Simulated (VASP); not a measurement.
The system is CdSe.

```
Cd Se
1.0
     0.00000    3.07027    3.07027
     3.07027    0.00000    3.07027
     3.07027    3.07027    0.00000
Cd Se
1 1
Direct
  0.00000 0.00000 0.00000
  0.25000 0.25000 0.25000
```

The cell was built by a generator and needn't be a form met in nature.

- Program: VASP 6.6.1
- Task: relaxation of cell and atoms
- Functional: PBEsol
- Potentials or basis: VASP PAW PBE potentials, release 64 (Cd, Se)
- Cutoff: 600 eV
- k mesh: 8 × 8 × 8
- Occupations: gaussian, width 0.03 eV
- Spin: no spin polarisation

At the start: pressure -1.1 GPa; volume 28.94 Å³/atom.

Where does the relaxation end?

Over 3 steps the energy falls by 2.5 meV/atom and the volume is 28.27 Å³/atom (-2.3 %); space group F-43m (No. 216, to 0.05 Å).

Step by step:
```csv
step,energy change (eV),largest force (eV/Å),pressure (GPa),volume (Å³)
1,0.0000,0.0000,-1.15,57.88
2,-0.0045,0.0000,0.33,56.16
3,-0.0049,0.0000,0.02,56.53
```

Final structure:
```
CELL_PARAMETERS angstrom
0.00000 3.04621 3.04621
3.04621 0.00000 3.04621
3.04621 3.04621 0.00000
ATOMIC_POSITIONS crystal
Cd 0.00000 0.00000 0.00000
Se 0.25000 0.25000 0.25000
```

Caveat: the PAW data sets were made with another functional, which shifts forces and pressure a little.
